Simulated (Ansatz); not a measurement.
# Au: which structure is lowest?

Theory: Ansatz, DFT, revPBE, plane waves (420 eV) with PAW, scalar-relativistic. The PAW files were generated under PBE, with cores re-solved for the functional.

Each structure is relaxed within its own symmetry, so a high-lying one may be dynamically unstable.

```
        structure  ΔE (meV/atom)  V (Å³/atom)                                    cell     magnetic state
              fcc              0        18.33                             a = 4.185 Å  spin not included
             dhcp              3        18.36  a = 2.937 Å, c = 9.830 Å (c/a = 3.347)  spin not included
              hcp              5        18.36  a = 2.935 Å, c = 4.923 Å (c/a = 1.677)  spin not included
              bcc             18        18.40                             a = 3.326 Å  spin not included
omega (AlB2-type)             57        18.75  a = 4.772 Å, c = 2.852 Å (c/a = 0.598)  spin not included
              A15            108        19.00                             a = 5.337 Å  spin not included
     simple cubic            176        21.25                             a = 2.770 Å  spin not included
          diamond            618        30.26                             a = 6.232 Å  spin not included
```

ΔE counts from fcc.

Differences under about 8 meV lie within the error of the k-point mesh.
